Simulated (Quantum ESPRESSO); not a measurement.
**V in Quantum ESPRESSO: the effect of target pressure**

The system is V.

```
CELL_PARAMETERS angstrom
-1.51435 1.51435 1.51435
1.51435 -1.51435 1.51435
1.51435 1.51435 -1.51435
ATOMIC_POSITIONS crystal
V 0.00000 0.00000 0.00000
```

Alike in all runs:

```yaml
Program: Quantum ESPRESSO 7.5
Task: phonons
Functional: LDA
Potentials_or_basis: PseudoDojo 0.4.1 SR LDA standard
Cutoff: 1143 eV
Density_cutoff: 4572 eV
k_mesh: 8 × 8 × 8
Occupations: cold, width 0.2 eV
Spin: collinear spin, ferromagnetic start
Starting_moments: "[2.0] μB"
```

Each run relaxes the cell or the atoms first.

```csv
target pressure,relaxed volume (Å³/atom),highest phonon frequency (cm⁻¹)
0 GPa,12.49,329
2 GPa,?,?
5 GPa,12.22,338
10 GPa,11.98,345
15 GPa,11.76,351
```

What does the run with target pressure 2 GPa give?

Relaxed volume 12.38 Å³/atom; highest phonon frequency 333 cm⁻¹.

Worked out: In Murnaghan's law V^(-B') rises as a straight line in P. The other rows fit best with B' = 4.1, V0 = 12.49 Å³/atom and B0 = 220 GPa, which gives 12.38 Å³/atom at 2 GPa, against the run's 12.38. A parabola through the other rows of the highest phonon frequency, of slope 1.79 cm⁻¹ per GPa there, gives 333 cm⁻¹, against the run's 333.

Caveats: all runs use coarse meshes; the mesh is thin for the phonons of a metal; the cell is more than 3 GPa from zero pressure, which shifts response properties (some runs); the volume moved by over 15 % at a fixed basis, so the end points are rough (some runs).

Runs at the PBE level aren't shown here.
